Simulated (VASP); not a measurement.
Lu, 1 atom in the cell. The structure is cubic, space group Im-3m (No. 229). Conventional cell: a = 3.908 Å, b = 3.908 Å, c = 3.908 Å, α = 90.00°, β = 90.00°, γ = 90.00°. Lu (site symmetry m-3m) has 8 Lu at 3.38 Å as nearest neighbours. This isn't the form of Lu at room conditions, which is hcp.

```yaml
Program: VASP 6.6.1
Task: relaxation of cell and atoms
Functional: SCAN
Potentials_or_basis: VASP PAW PBE potentials, release 64 (Lu)
Cutoff: 600 eV
k_mesh: 10 × 10 × 10
Occupations: fermi-dirac, width 0.05 eV
Spin: no spin polarisation
Further_INCAR_settings: ALGO = Normal; EDIFF = 1e-06; IBRION = 2; EDIFFG = -0.005; NSW = 60; ISIF = 3
```

Potentials or basis: VASP PAW PBE potentials, release 64 (Lu).

Launch:

```bash
$ cat potpaw_PBE.64/Lu/POTCAR > POTCAR
$ mpirun -np 1 vasp_std > vasp.out
```

Hardware: 1 thread of Intel(R) Xeon(R) 6975P-C (Granite Rapids), on a shared host.

Problem. How long does it take, and how much memory?

Solution. Wall time 27 min on 1 thread of Intel(R) Xeon(R) 6975P-C (Granite Rapids) (shared host), peak memory 0.22 GiB. Counts: scf iterations 376, k points 47, ion steps 30.
